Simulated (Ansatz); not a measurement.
This script makes an all-electron equation of state of K2S, space group Fm-3m with the Ansatz DFT code, driven from Python.

Script `eos_lapw_k2s.py`:
```python
"""E(V) of K2S on LAPW."""

import ansatz as az
from ase.eos import EquationOfState
from ase.units import GPa
import numpy as np

VECTORS = np.array([
    [0.0, 3.6955, 3.6955],
    [3.6955, 0.0, 3.6955],
    [3.6955, 3.6955, 0.0],
])
SITES = [
    ("K", (0.25, 0.25, 0.25)),
    ("K", (0.75, 0.75, 0.75)),
    ("S", (0.0, 0.0, 0.0)),
]


def build(cell):
    crystal = az.Crystal(lattice=az.Lattice.of(cell))
    for symbol, position in SITES:
        crystal = crystal.atom(symbol, position)
    return crystal

volumes, energies = [], []
for scale in np.linspace(0.94, 1.06, 5):
    cell = VECTORS * scale ** (1 / 3)
    base = build(cell).calculation()
    base = base.functional("pbe").occupations("fermi_dirac")
    base = base.kpoints(6, 6, 6)
    base = base.pseudopotentials("all_electron", lapw=True, basis_error=0.002)
    data = base.run().report
    volumes.append(abs(np.linalg.det(cell)) / len(SITES))
    energies.append(data["free_energy_ev"] / len(SITES))
    print(f"{scale:.3f} {volumes[-1]:9.4f} A^3/atom {energies[-1]:16.5f} eV/atom  (estimated basis error {1000 * data['lapw_basis_errors']['total_ev_per_atom']:.2f} meV/atom)")
v0, e0, bulk = EquationOfState(volumes, energies, eos="birchmurnaghan").fit()
print(f"V0 = {v0:.4f} A^3/atom, B0 = {bulk / GPa:.1f} GPa")
```

From its runs, with one value withheld:

| V (Å³/atom) | F less the lowest row shown (meV/atom) |
| --- | --- |
| 31.627 | 17.56 |
| 32.636 | 7.33 |
| 33.646 | 1.70 |
| 34.655 | 0.00 |
| 35.664 | ? |

What is the missing energy at 35.664 Å³ an atom?

A third-order Birch-Murnaghan fit, E = E0 + (9 V0 B0 / 16) [(t - 1)³ B' + (t - 1)² (6 - 4t)] with t = (V0/V)^(2/3), through the 4 rows shown gives V0 = 34.636 Å³, B0 = 18.3 GPa, B' = 4.34 and E0 = 0.00 meV. At V = 35.664 Å³, t = 0.98069, and the fit extrapolates to 1.65 meV. The run gave 1.64 meV, a miss of 0.02 meV.

The starting cell is as deposited in a crystallographic database; the results hold for this polymorph, which needn't be the stable one. The whole script took 11 s on 1 thread of Intel(R) Xeon(R) Processor @ 2.30GHz, on a shared host, peak memory 0.4 GiB.
